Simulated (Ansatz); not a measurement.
Hf, 2 atoms in the cell. Symmetry: P6_3/mmc, No. 194, hexagonal system. Conventional cell: a = 3.197 Å, b = 3.197 Å, c = 5.058 Å, α = 90.00°, β = 90.00°, γ = 120.00°. Around Hf (site symmetry -6m2) lie 12 Hf at 3.13 to 3.20 Å. 

| Quantity | Value |
| --- | --- |
| Program | Ansatz 0.2.0 |
| Task | relaxation of cell and atoms |
| Functional | PBEsol |
| Potentials or basis | all-electron LAPW, scalar-relativistic |
| Basis error allowed | 0.001 eV/atom |
| k mesh | 10 × 10 × 5 |
| Occupations | fermi-dirac, width 0.05 eV |
| Spin | no spin polarisation |

Potentials or basis: all-electron LAPW, scalar-relativistic.

The run is started by

```sh
$ ansatz run input.yaml --threads 1 --pin off --max-ram 3072MiB --backend cpu --events-out ev --progress --plain --runs-dir out
```

Hardware: 1 thread of Arm Neoverse V1 (shared host).

Task: How long does it take, and how much memory?

Result: It took 54 s on 1 thread of Arm Neoverse V1, on a shared host, peak memory 0.35 GiB. Counts: scf iterations 29, plane waves 337, k points 42, bands 44, ion steps 5.
